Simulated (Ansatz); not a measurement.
CuO:

```xyz
8
Lattice="2.3418 -1.7113 0.0000 -1.4918 -1.7113 -5.0579 2.3418 5.1339 0.0000" Properties=species:S:1:pos:R:3 pbc="T T T"
Cu    0.0059   -0.6953   -4.8382
Cu    3.1860    2.4066   -0.2196
Cu    1.5778    2.0647   -2.6395
Cu    1.6140   -0.3534   -2.4183
O    -0.0539   -1.8744   -3.5775
O     1.3289    1.3158   -4.0093
O     0.1793   -0.6038   -1.7610
O     2.5875   -0.5489   -0.7679
```

The cell isn't the ideal one: a zone-boundary wave of random shape, sigma 0.4 Å.

Base run:

- Program: Ansatz 0.2.0
- Functional: LDA
- Potentials or basis: Ansatz PAW
- Cutoff: 420 eV (not typed: the program's choice for these potentials)
- k mesh: 9 × 5 × 5
- Occupations: fermi-dirac, width 0.05 eV
- Spin: no spin polarisation
- Hubbard terms: Cu d U = 3 eV

Its results: band gap on the k mesh none (metal or under the smearing width); pressure 41.1 GPa; largest force 15.404 eV/Å.

**Question.** The run is repeated on the same cell with these changes: hubbard terms from Cu d U = 3 eV to Cu d U = 2 eV. What comes out?

**Answer.** Band gap on the k mesh none (metal or under the smearing width); pressure 40.6 GPa; largest force 15.231 eV/Å.

Caveats: a pressure of tens of GPa on the cell as given is suspect, and the run, the potentials or the cell itself is likely at fault; the run has no spin polarisation, though such a crystal can be magnetic; U without spin polarisation on a metal has little footing; the PAW data sets come from PBE, with cores solved anew for the run's functional, which leaves a small shift of forces and pressure; forces of over 1 eV/Å show positions far from the minimum, so gaps and moduli don't describe the material at rest.
